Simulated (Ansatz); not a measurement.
# FeS2: the cost of one run

Program: Ansatz 0.2.0. Level of theory: DFT PBE+U (U_eff = 4 eV on Fe 3d), scalar-relativistic, plane waves, PAW. These are calculated values, not measurements.

## 1. The structure to begin with

The structure is cubic, space group Pa-3 (No. 205). Conventional cell: a = 5.507 Å, b = 5.507 Å, c = 5.507 Å, α = 90.00°, β = 90.00°, γ = 90.00°. Around Fe (site symmetry -3) lie 6 S at 2.31 Å. Around S (site symmetry 3) lie 1 S at 2.12 Å and 3 Fe at 2.31 Å.

As a file:

```xyz
12
Lattice="5.5065 0.0000 0.0000 0.0000 5.5065 0.0000 0.0000 0.0000 5.5065" Properties=species:S:1:pos:R:3 pbc="T T T"
Fe    0.0000    0.0000    0.0000
Fe    2.7533    0.0000    2.7533
Fe    2.7533    2.7533    0.0000
Fe    0.0000    2.7533    2.7533
S     2.1426    2.1426    2.1426
S     0.6107    3.3640    4.8958
S     4.8958    0.6107    3.3640
S     3.3640    4.8958    0.6107
S     3.3640    3.3640    3.3640
S     4.8958    2.1426    0.6107
S     0.6107    4.8958    2.1426
S     2.1426    0.6107    4.8958
```

An earlier run at PBE+U (U_eff = 4 eV on Fe 3d) left this cell at 13.914 Å³/atom and 0.00 GPa (4×4×4 mesh).

## 2. Coarse mesh, to find the state of the open shells

The input, input.yaml:

```yaml
crystal:
  lattice:
    - [5.5065395266, 0.0, 0.0]
    - [0.0, 5.5065395266, 0.0]
    - [0.0, 0.0, 5.5065395266]
  atoms:
    - { symbol: Fe, position: [0.0, 0.0, 0.0], spin: 4.0 }
    - { symbol: Fe, position: [0.5, 0.0, 0.5], spin: 4.0 }
    - { symbol: Fe, position: [0.5, 0.5, 0.0], spin: 4.0 }
    - { symbol: Fe, position: [0.0, 0.5, 0.5], spin: -4.0 }
    - { symbol: S, position: [0.3890942246, 0.3890942246, 0.3890942246] }
    - { symbol: S, position: [0.1109057754, 0.6109057754, 0.8890942246] }
    - { symbol: S, position: [0.8890942246, 0.1109057754, 0.6109057754] }
    - { symbol: S, position: [0.6109057754, 0.8890942246, 0.1109057754] }
    - { symbol: S, position: [0.6109057754, 0.6109057754, 0.6109057754] }
    - { symbol: S, position: [0.8890942246, 0.3890942246, 0.1109057754] }
    - { symbol: S, position: [0.1109057754, 0.8890942246, 0.3890942246] }
    - { symbol: S, position: [0.3890942246, 0.1109057754, 0.8890942246] }
basis:
  ecutwfc: 420
  ecutrho_ratio: 4
kpoints:
  mp_grid: { grid: [3, 3, 3] }
hamiltonian:
  xc: pbe
  hubbard: { sites: [{ species: Fe, l: d, u_eff: 4.0 }] }
scf:
  occupations: { method: gaussian, width: 0.05 }
output:
  forces: true
  stress: true
  eigenvalues: true
  populations: true
  hubbard: { sites: [{ species: Fe, l: d }] }
magnetization:
  spin_polarized: true
```

Command:

```
$ ansatz run input.yaml --threads 4 --pin off --max-ram 10240MiB --backend cpu --events-out ev --progress --plain --runs-dir out
```

Q: Estimate wall time and peak memory on 4 threads of Arm Neoverse V1, shared host.

About 6.2 min, with a peak of 1.5 GiB.
